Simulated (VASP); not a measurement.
# Ta (Im-3m) in VASP: a series of runs

One crystal, Ta, is run at these levels: r2SCAN, PBE+D3(BJ), LDA; tasks: relaxation of cell and atoms.

Everything below comes from runs of VASP 6.6.1. Logs are shortened: lines on timing, memory, paths and dates and some standing lists are left out, and cuts for length are marked.

**1. Starting point**

The structure is cubic, space group Im-3m (No. 229). The conventional cell has a = 3.303 Å, b = 3.303 Å, c = 3.303 Å, α = 90.00°, β = 90.00°, γ = 90.00°. Ta (site symmetry m-3m) is surrounded by 8 Ta at 2.86 Å.

**2. Relaxation of cell and atoms, r2SCAN, target pressure 10.6 GPa, at which the enthalpy is minimised**

Input file INCAR:

```
  PREC = Accurate
  ENCUT = 600
  EDIFF = 1E-6
  ISMEAR = 1
  SIGMA = 0.1
  LREAL = F
  LASPH = T
  NELM = 80
  ALGO = Normal
  ISIF = 3
  LWAVE = F
  LCHARG = F
  METAGGA = R2SCAN
  LMIXTAU = T
  IBRION = 2
  NSW = 90
  EDIFFG = -0.01
  PSTRESS = 106.0
```

Input file KPOINTS:

```
regular mesh
0
Gamma
  16 16 16
```

Input file POSCAR:

```
Ta
1.0
   -1.6512800000      1.6512800000      1.6512800000
    1.6512800000     -1.6512800000      1.6512800000
    1.6512800000      1.6512800000     -1.6512800000
Ta
1
Direct
    0.0000000000      0.0000000000      0.0000000000
```

Potentials or basis: VASP PAW PBE potentials, release 64 (Ta_pv).

The run is started by

```bash
cat potpaw_PBE.64/Ta_pv/POTCAR > POTCAR
mpirun -np 1 vasp_std > vasp.out
```

OUTCAR:

```text
PREC = Accurate
   ENCUT = 600
   EDIFF = 1E-6
   ISMEAR = 1
   LREAL = F
   LASPH = T
   NELM = 80
   ISIF = 3
   METAGGA = R2SCAN
   IBRION = 2
   NSW = 90
   EDIFFG = -0.01
   PSTRESS = 106.0

 ion  position               nearest neighbor table
   1  0.000  0.000  0.000-

  LATTYP: Found a body centered cubic cell.
 ALAT       =     3.3025600000

  Lattice vectors:

 A1 = (  -1.6512800000,   1.6512800000,   1.6512800000)
 A2 = (   1.6512800000,  -1.6512800000,   1.6512800000)
 A3 = (   1.6512800000,   1.6512800000,  -1.6512800000)

Analysis of symmetry for initial positions (statically):
=====================================================================
 Subroutine PRICEL returns:
 Original cell was already a primitive cell.

 Routine SETGRP: Setting up the symmetry group for a
 body centered cubic supercell.

 Subroutine GETGRP returns: Found 48 space group operations
 (whereof 48 operations were pure point group operations)
 out of a pool of 48 trial point group operations.

The static configuration has the point symmetry O_h .

Analysis of symmetry for dynamics (positions and initial velocities):
=====================================================================
 Subroutine PRICEL returns:
 Original cell was already a primitive cell.

 Routine SETGRP: Setting up the symmetry group for a
 body centered cubic supercell.

 Subroutine GETGRP returns: Found 48 space group operations
 (whereof 48 operations were pure point group operations)
 out of a pool of 48 trial point group operations.

The dynamic configuration has the point symmetry O_h .

 Subroutine INISYM returns: Found 48 space group operations
 (whereof 48 operations are pure point group operations),
 and found     1 'primitive' translations

----------------------------------------------------------------------------------------

                                     Primitive cell

  volume of cell :      18.0104

  direct lattice vectors                    reciprocal lattice vectors
    -1.651280000  1.651280000  1.651280000     0.000000000  0.302795407  0.302795407
     1.651280000 -1.651280000  1.651280000     0.302795407  0.000000000  0.302795407
[... 95 lines left out ...]
   NUPDOWN=      -1.0000    fix difference up-down
   EMIN   =  10.00;   EMAX   =-10.00  energy-range for DOS
   EFERMI =   0.00;   METHOD = LEGACY
   ISMEAR =     1;   SIGMA  =   0.10  broadening in eV -4-tet -1-fermi 0-gaus
   EFERMI_NEDOS =   21; number of points for ismear=-14 and -15
   IALGO  =     38    algorithm
   IMIX   =      4    mixing-type and parameters
     AMIX     =   0.40;   BMIX     =  1.00
     AMIX_MAG =   1.60;   BMIX_MAG =  1.00
  volume/ion in A,a.u.               =      18.01       121.54
  Fermi-wavevector in a.u.,A,eV,Ry     =   1.388988  2.624806 26.249534  1.929286
  Thomas-Fermi vector in A             =   2.513061
   LORBIT       =      0    0 simple, 1 ext, 2 COOP (PROOUT), +10 PAW based schemes
   METAGGA = R2SCAN    functional components
   LHFCALC =     F    Hartree Fock is set to
   AEXX    =    0.0000 exact exchange contribution
   IVDW    =     0    specifies the selected vdW correction
   LEPSILON=     F    determine dielectric tensor
   LRPA    =     F    only Hartree local field effects (RPA)
 conjugate gradient relaxation of ions
 non-spin polarized calculation
 Methfessel and Paxton  Order N= 1 SIGMA  =   0.10
  energy-cutoff  :      600.00
  volume of cell :       18.01
 maximum number of plane-waves:       616
   NGX = 11   NGY = 11   NGZ = 11

--------------------------------------- Ionic step        1  -------------------------------------------

 number of electron      11.0000002 magnetization

 Free energy of the ion-electron system (eV)
  ---------------------------------------------------
  ext. energy  EPLUGINS =         0.00000000
  ---------------------------------------------------
  free energy    TOTEN  =       -48.57666941 eV

  energy without entropy =      -48.57589967  energy(sigma->0) =      -48.57641283

------------------------ aborting loop because EDIFF is reached ----------------------------------------

  FORCE on cell =-STRESS in cart. coord.  units (eV):
  Direction    XX          YY          ZZ          XY          YZ          ZX
  --------------------------------------------------------------------------------------
  -------------------------------------------------------------------------------------
  Total        0.1608106      0.1608106      0.1608106     -0.0000000      0.0000000     -0.0000000
  in kB       14.3054977     14.3054977     14.3054977     -0.0000000      0.0000000     -0.0000000
  external PRESSURE =     -91.6945023 kB  Pullay stress =     106.0000000 kB
[... 98 lines left out ...]
--------------------------------------- Ionic step        4  -------------------------------------------

 number of electron      11.0000000 magnetization

 Free energy of the ion-electron system (eV)
  ---------------------------------------------------
  ext. energy  EPLUGINS =         0.00000000
  ---------------------------------------------------
  free energy    TOTEN  =       -48.54973648 eV

  energy without entropy =      -48.54966041  energy(sigma->0) =      -48.54971113

 E-fermi :   5.6375     XC(G=0): -14.0164

 val. band max:        5.6167159551   @ k =  -0.4375  -0.4375   0.0625
 cond. band min:       5.6458885305   @ k =   0.5000   0.5000   0.1875
 fundamental gap:      0.0291725754
 Fermi energy:         5.6374576096

 k-point     1 :       0.0000    0.0000    0.0000
  band No.  band energies     occupation
      1     -28.3860      2.00000
      2     -28.3860      2.00000
      3     -28.3860      2.00000
      4      -2.8199      2.00000
      5       6.5058     -0.00000
      6       6.5058     -0.00000
      7       6.5058     -0.00000
      8      10.1405      0.00000
      9      10.1405      0.00000
[... 265 lines left out ...]
 k-point    24 :       0.2500    0.1875    0.0000
  band No.  band energies     occupation
      1     -29.4995      2.00000
      2     -28.8445      2.00000
      3     -28.5083      2.00000
      4       1.7153      2.00000
      5       4.2692      2.00000
      6       5.0043      2.00000
      7       9.3884      0.00000
      8      11.0998      0.00000
      9      13.0426      0.00000

 [... further k-points ...]

------------------------ aborting loop because EDIFF is reached ----------------------------------------

  FORCE on cell =-STRESS in cart. coord.  units (eV):
  Direction    XX          YY          ZZ          XY          YZ          ZX
  --------------------------------------------------------------------------------------
  -------------------------------------------------------------------------------------
  Total        1.1494696      1.1494696      1.1494696     -0.0000000     -0.0000000      0.0000000
  in kB      106.6073871    106.6073871    106.6073871     -0.0000000     -0.0000000      0.0000000
  external PRESSURE =       0.6073871 kB  Pullay stress =     106.0000000 kB
[... 20 lines left out ...]
  energy  without entropy=      -48.5496604138  energy(sigma->0) =      -48.54971113

  enthalpy is  TOTEN    =       -47.4068159079 eV   P V=        1.1429205757

 reached required accuracy - stopping structural energy minimisation
```

OSZICAR:

```text
N       E                     dE             d eps       ncg     rms          rms(c)
DAV:   1     0.153458408128E+02    0.15346E+02   -0.72960E+03  2610   0.135E+03
[... 43 lines left out ...]
       N       E                     dE             d eps       ncg     rms          rms(c)
DAV:   1    -0.485499153568E+02    0.18231E-02   -0.64460E-03  2673   0.121E+00    0.132E-01
DAV:   2    -0.485497554542E+02    0.15990E-03   -0.21495E-04  2668   0.190E-01    0.449E-02
DAV:   3    -0.485497263869E+02    0.29067E-04   -0.12067E-04  2650   0.142E-01    0.156E-02
DAV:   4    -0.485496844459E+02    0.41941E-04   -0.50807E-05  2655   0.940E-02    0.731E-03
DAV:   5    -0.485497373741E+02   -0.52928E-04   -0.24542E-05  2622   0.692E-02    0.139E-03
DAV:   6    -0.485497364835E+02    0.89055E-06   -0.87275E-07  1415   0.138E-02
   4 F= -.47406816E+02 E0= -.47406791E+02  d E =-.217107E-01
```

CONTCAR:

```text
Ta
   1.00000000000000
    -1.6284968606599650    1.6284968606599650    1.6284968606599650
     1.6284968606599650   -1.6284968606599650    1.6284968606599650
     1.6284968606599650    1.6284968606599650   -1.6284968606599650
  Ta
     1
Direct
     0.0000000000000000    0.0000000000000000    0.0000000000000000

  0.00000000E+00  0.00000000E+00  0.00000000E+00
```

It took 2.7 min on 1 thread of Intel Xeon Platinum 8488C (Sapphire Rapids), shared host; peak memory 0.18 GiB.

What came out:

- Free energy: -48.5497 eV
- Relaxed volume: 17.28 Å³/atom
- Relaxed cell: a = 2.821 Å, b = 2.821 Å, c = 2.821 Å, α = 109.47°, β = 109.47°, γ = 109.47°
- Space group after relaxing (to 0.05 Å): Im-3m (No. 229)
- Energy change on relaxing (the enthalpy is what falls): +26.9 meV/atom
- Ionic steps: 4
- Pressure after relaxing: 10.7 GPa
- Band gap on the k mesh: none (metal or under the smearing width)

Step by step:
```
step  energy change (eV)  largest force (eV/Å)  pressure (GPa)  volume (Å³)
   1              0.0000                0.0000            1.43        18.01
   2              0.3132                0.0000           42.31        15.45
   3              0.0249                0.0000           10.14        17.31
   4              0.0269                0.0000           10.66        17.28
```

Final structure:
```xyz
1
Lattice="-1.6285 1.6285 1.6285 1.6285 -1.6285 1.6285 1.6285 1.6285 -1.6285" Properties=species:S:1:pos:R:3 pbc="T T T"
Ta    0.0000    0.0000    0.0000
```

Caveat: the cell is relaxed towards a set pressure, so the enthalpy falls and the energy may rise; the PAW data sets were made with another functional, which shifts forces and pressure a little. The run has no spin-orbit coupling, so splittings on Ta are missing.

**3. Relaxation of cell and atoms, r2SCAN, target pressure 10.6 GPa, at which the enthalpy is minimised**

This run uses another cell than the first one, of 17.28 Å³/atom, 0.959 times its volume.

Edit INCAR of step 2 so:

```diff
@@ -2,3 +2,3 @@
   ENCUT = 600
-  EDIFF = 1E-6
+  EDIFF = 1E-7
   ISMEAR = 1
@@ -16,3 +16,3 @@
   NSW = 90
-  EDIFFG = -0.01
+  EDIFFG = -0.005
   PSTRESS = 106.0
```

KPOINTS is that of step 2.

Input file POSCAR:

```
Ta                                      
1.0
   -1.6284968607      1.6284968607      1.6284968607
    1.6284968607     -1.6284968607      1.6284968607
    1.6284968607      1.6284968607     -1.6284968607
  Ta            
     1
Direct
     0.0000000000000000    0.0000000000000000    0.0000000000000000
```

Potentials or basis: VASP PAW PBE potentials, release 64 (Ta_pv).

The run is started by

```bash
cat potpaw_PBE.64/Ta_pv/POTCAR > POTCAR
mpirun -np 1 vasp_std > vasp.out
```

It took 71 s on 1 thread of Intel Xeon Platinum 8488C (Sapphire Rapids), shared host; peak memory 0.17 GiB.

Results (log left out):

- Free energy: -48.5495 eV
- Pressure after relaxing: 10.6 GPa
- Band gap on the k mesh: none (metal or under the smearing width)

Final structure:
```yaml
crystal:
  lattice:
    - [-1.62850, 1.62850, 1.62850]
    - [1.62850, -1.62850, 1.62850]
    - [1.62850, 1.62850, -1.62850]
  atoms:
    - { symbol: Ta, position: [0.00000, 0.00000, 0.00000] }
```

Levels at points of the mesh, in eV from the Fermi level:
```
           k point  band 3  band 4  band 5  band 6  band 7  band 8
(0.00, 0.00, 0.00)  -34.02   -8.46    0.87    0.87    0.87    4.50
(0.50, 0.00, 0.00)  -34.03   -4.73   -1.67    1.71    4.41    5.52
(0.50, 0.50, 0.50)  -35.00   -4.19   -4.19    7.49    7.49    7.49
```

Caveat: the relaxation stopped at its first step, so nothing moved; the cell is relaxed towards a set pressure, so the enthalpy falls and the energy may rise; the PAW data sets were made with another functional, which shifts forces and pressure a little. Spin-orbit coupling is left out, which matters for the levels of Ta.

**4. Relaxation of cell and atoms, PBE+D3(BJ)**

Input file INCAR:

```
  PREC = Accurate
  ENCUT = 600
  EDIFF = 1E-6
  ISMEAR = 1
  SIGMA = 0.1
  LREAL = False
  LASPH = True
  NELM = 80
  ALGO = Normal
  ISIF = 3
  LWAVE = False
  LCHARG = False
  GGA = PE
  IVDW = 12
  IBRION = 2
  NSW = 90
  EDIFFG = -0.01
```

Input file KPOINTS:

```
Automatic mesh
0
Gamma
  16 16 16
```

Input file POSCAR:

```
Ta
1.0
   -1.6512800000      1.6512800000      1.6512800000
    1.6512800000     -1.6512800000      1.6512800000
    1.6512800000      1.6512800000     -1.6512800000
Ta
1
Direct
    0.0000000000      0.0000000000      0.0000000000
```

The run is started by

```bash
cat potpaw_PBE.64/Ta_pv/POTCAR > POTCAR
mpirun -np 1 vasp_std > vasp.out
```

It took 38 s on 1 thread of AMD EPYC 7R13 (Zen 3), shared host; peak memory 0.15 GiB.

The run converged. Its results:

| Item | Value |
| --- | --- |
| Free energy | -12.4706 eV |
| Relaxed volume | 17.77 Å³/atom |
| Relaxed cell | a = 2.847 Å, b = 2.847 Å, c = 2.847 Å, α = 109.47°, β = 109.47°, γ = 109.47° |
| Space group after relaxing (to 0.05 Å) | Im-3m (No. 229) |
| Energy gained by relaxing | 2.1 meV/atom |
| Ionic steps | 3 |
| Pressure after relaxing | 0.0 GPa |
| Band gap on the k mesh | none (metal or under the smearing width) |
| Dispersion energy per atom | -0.672 eV |

Step by step:
```
step  energy change (eV)  largest force (eV/Å)  pressure (GPa)  volume (Å³)
   1              0.0000                0.0000           -2.70        18.01
   2              0.0086                0.0000            6.55        17.23
   3             -0.0021                0.0000           -0.01        17.77
```

Final structure:
```cif
data_structure
_symmetry_space_group_name_H-M 'P 1'
_symmetry_Int_Tables_number 1
_cell_length_a 2.8472
_cell_length_b 2.8472
_cell_length_c 2.8472
_cell_angle_alpha 109.471
_cell_angle_beta 109.471
_cell_angle_gamma 109.471
_cell_volume 17.77
loop_
_atom_site_label
_atom_site_type_symbol
_atom_site_fract_x
_atom_site_fract_y
_atom_site_fract_z
_atom_site_occupancy
Ta1 Ta 0.00000 0.00000 0.00000 1
```

Levels at points of the mesh, in eV from the Fermi level:
```csv
k point,band 3,band 4,band 5,band 6,band 7,band 8
"(0.00, 0.00, 0.00)",-33.00,-7.94,0.76,0.76,0.76,4.08
"(0.50, 0.00, 0.00)",-33.01,-4.41,-1.56,1.67,3.97,5.01
"(0.50, 0.50, 0.50)",-33.85,-3.86,-3.86,6.97,6.97,6.97
```

Caveat: pairwise dispersion overbinds metals, which lowers pressure and volume.

**5. Relaxation of cell and atoms, PBE+D3(BJ)**

This run uses another cell than the first one, of 17.77 Å³/atom, 0.987 times its volume.

Edit INCAR of step 4 so:

```diff
@@ -2,3 +2,3 @@
   ENCUT = 600
-  EDIFF = 1E-6
+  EDIFF = 1E-7
   ISMEAR = 1
@@ -16,2 +16,2 @@
   NSW = 90
-  EDIFFG = -0.01
+  EDIFFG = -0.005
```

KPOINTS is that of step 4.

Input file POSCAR:

```
Ta                                      
1.0
   -1.6438463427      1.6438463427      1.6438463427
    1.6438463427     -1.6438463427      1.6438463427
    1.6438463427      1.6438463427     -1.6438463427
  Ta            
     1
Direct
     0.0000000000000000    0.0000000000000000    0.0000000000000000
```

The run is started by

```bash
cat potpaw_PBE.64/Ta_pv/POTCAR > POTCAR
mpirun -np 1 vasp_std > vasp.out
```

Wall time 18 s (1 thread of AMD EPYC 7R13 (Zen 3), shared host); peak memory 0.14 GiB.

It converged, with:

* Free energy: -12.4705 eV
* Pressure after relaxing: 0.0 GPa
* Band gap on the k mesh: none (metal or under the smearing width)
* Dispersion energy per atom: -0.672 eV

Final structure:
```
CELL_PARAMETERS angstrom
-1.64385 1.64385 1.64385
1.64385 -1.64385 1.64385
1.64385 1.64385 -1.64385
ATOMIC_POSITIONS crystal
Ta 0.00000 0.00000 0.00000
```

Levels at points of the mesh, in eV from the Fermi level:
```tsv
k point	band 2	band 3	band 4	band 5	band 6	band 7	band 8	band 9
(0.00, 0.00, 0.00)	-33.00	-33.00	-7.94	0.76	0.76	0.76	4.08	4.08
(0.50, 0.00, 0.00)	-33.39	-33.01	-4.41	-1.56	1.67	3.97	5.01	7.95
(0.50, 0.50, 0.50)	-33.85	-33.85	-3.86	-3.86	6.97	6.97	6.97	8.80
```

Caveat: the relaxation stopped at its first step, so nothing moved; pairwise dispersion overbinds metals, which lowers pressure and volume. Spin-orbit coupling is left out, which matters for the levels of Ta.

**6. Relaxation of cell and atoms, LDA, target pressure 20.8 GPa, at which the enthalpy is minimised**

Input file INCAR:

```
SYSTEM = Ta
PREC     = Accurate       ! precision mode
ENCUT    = 600            ! plane-wave cutoff, eV
EDIFF    = 1E-6           ! SCF threshold, eV
ISMEAR   = 1              ! smearing method
SIGMA    = 0.1            ! smearing width, eV
LREAL    = .FALSE.        ! projectors in reciprocal space
LASPH    = .TRUE.         ! aspherical terms in the spheres
NELM     = 80             ! most SCF steps
ALGO     = Normal         ! electronic algorithm
ISIF     = 3              ! what is computed and relaxed
LWAVE    = .FALSE.        ! write WAVECAR
LCHARG   = .FALSE.        ! write CHGCAR
GGA      = CA             ! functional
IBRION   = 2              ! ionic algorithm
NSW      = 90             ! ionic steps
EDIFFG   = -0.01          ! ionic threshold
PSTRESS  = 208.0
```

Input file KPOINTS:

```
regular mesh
0
G
  16 16 16
  0 0 0
```

Input file POSCAR:

```
Ta
1.0
   -1.6512800000      1.6512800000      1.6512800000
    1.6512800000     -1.6512800000      1.6512800000
    1.6512800000      1.6512800000     -1.6512800000
Ta
1
Direct
    0.0000000000      0.0000000000      0.0000000000
```

Potentials or basis: VASP PAW LDA potentials, release 64 (Ta_pv).

The run is started by

```bash
cat potpaw_LDA.64/Ta_pv/POTCAR > POTCAR
mpirun -np 1 vasp_std > vasp.out
```

Run time: 39 s. Hardware: 1 thread of AMD EPYC 9R45 (Zen 5), shared host; peak memory 0.14 GiB.

It converged, with:

```yaml
Free_energy: -12.7409 eV
Relaxed_volume: 15.90 Å³/atom
Relaxed_cell: a = 2.744 Å, b = 2.744 Å, c = 2.744 Å, α = 109.47°, β = 109.47°, γ = 109.47°
Space_group_after_relaxing_to_0.05_Å: Im-3m (No. 229)
Energy_change_on_relaxing_the_enthalpy_is_what_falls: +63.0 meV/atom
Ionic_steps: 5
Pressure_after_relaxing: 20.8 GPa
Band_gap_on_the_k_mesh: none (metal or under the smearing width)
```

The path:
```csv
step,energy change (eV),largest force (eV/Å),pressure (GPa),volume (Å³)
1,0.0000,0.0000,-8.24,18.01
2,3.4645,0.0000,252.36,10.77
3,0.0264,0.0000,15.01,16.23
4,0.0502,0.0000,18.92,16.00
5,0.0630,0.0000,20.79,15.90
```

Final structure:
```cif
data_structure
_symmetry_space_group_name_H-M 'P 1'
_symmetry_Int_Tables_number 1
_cell_length_a 2.7435
_cell_length_b 2.7435
_cell_length_c 2.7435
_cell_angle_alpha 109.471
_cell_angle_beta 109.471
_cell_angle_gamma 109.471
_cell_volume 15.90
loop_
_atom_site_label
_atom_site_type_symbol
_atom_site_fract_x
_atom_site_fract_y
_atom_site_fract_z
_atom_site_occupancy
Ta1 Ta 0.00000 0.00000 0.00000 1
```

Levels at points of the mesh, in eV from the Fermi level:
```
           k point  band 3  band 4  band 5  band 6  band 7  band 8
(0.00, 0.00, 0.00)  -32.42   -8.32    0.62    0.62    0.62    4.34
(0.50, 0.00, 0.00)  -32.44   -5.00   -2.03    2.39    4.33    5.49
(0.50, 0.50, 0.50)  -33.64   -4.66   -4.66    7.84    7.84    7.84
```

Caveat: the cell is relaxed towards a set pressure, so the enthalpy falls and the energy may rise. Zero-point motion and thermal expansion aren't in these numbers.

**7. Summary**

```csv
level,potentials or basis,cell,target pressure,gap on the mesh (eV),pressure (GPa)
r2SCAN,"VASP PAW PBE potentials, release 64 (Ta_pv)",relaxed to 10.6 GPa,10.6 GPa,none,10.6
PBE+D3(BJ),"VASP PAW PBE potentials, release 64 (Ta_pv)",relaxed,-,none,0.0
LDA,"VASP PAW LDA potentials, release 64 (Ta_pv)",relaxed to 20.8 GPa,20.8 GPa,none,20.8
```

Alike in all rows: task relaxation of cell and atoms; no spin polarisation; k mesh 16 × 16 × 16; cutoff (eV) 600; smearing methfessel-paxton 0.1 eV.

Caveats: the relaxation stopped at its first step, so nothing moved (some runs); the cell is relaxed towards a set pressure, so the enthalpy falls and the energy may rise (some runs); the PAW data sets were made with another functional, which shifts forces and pressure a little (some runs); pairwise dispersion overbinds metals, which lowers pressure and volume (some runs).

Absolute energies hang on the potentials; compare differences alone.
